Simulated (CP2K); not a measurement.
**LiF (Griceite) under changes of volume**

One of the cells (8.169 Å³/atom); the others are scaled copies at fixed shape and fractional positions:

```xyz
2
Lattice="2.8482 0.0000 0.0000 1.4241 2.4666 0.0000 1.4241 0.8222 2.3256" Properties=species:S:1:pos:R:3 pbc="T T T"
F     2.8482    1.6444    1.1628
Li    0.0000    0.0000    0.0000
```

```yaml
Program: CP2K 2026.2
Functional: LDA
Potentials_or_basis: GTH_POTENTIALS F GTH-PADE-q7, Li GTH-PADE-q3; TZVP-MOLOPT-PBE-GTH basis
Density_cutoff: 10204 eV
k_mesh: 11 × 11 × 11
Occupations: fermi-dirac, width 0.05 eV
Spin: no spin polarisation
```

| volume (Å³/atom) | energy over the lowest point (meV/atom) | pressure (GPa) | gap on the mesh (eV) |
| --- | --- | --- | --- |
| 7.679 | 0.00 | -2.0 | 9.39 |
| 7.842 | 2.06 | -3.6 | 9.19 |
| 8.006 | 6.44 | -4.9 | 9.00 |
| 8.169 | 11.49 | -6.3 | 8.82 |
| 8.333 | ? | ? | ? |
| 8.496 | 26.00 | -8.3 | 8.48 |
| 8.659 | 34.83 | -9.2 | 8.32 |

Question: What does the run at 8.333 Å³/atom give?

Answer: Energy over the lowest point 17.97 meV/atom; pressure -7.4 GPa; gap on the mesh 8.65 eV.

Worked out: A Birch-Murnaghan fit of order 3 (a polynomial in V^(-2/3)) to the other rows has its minimum at 7.55 Å³/atom, just outside them, with B0 = V·E''(V) = 90 GPa and B' = 4.4. It gives 18.25 meV/atom at 8.333 Å³/atom, against the run's 17.97, and -dE/dV = -7.1 GPa, against -7.4. A straight line through the other rows of the gap, of slope -8.88 eV per unit of ln V (its deformation potential), gives 8.65 eV, against the run's 8.65.

Energies are extrapolated to zero smearing.

Caveats: an odd mesh through Γ misses points on the zone boundary, where band edges often lie; the basis of atomic orbitals isn't converged, which shifts pressures, moduli and gaps.
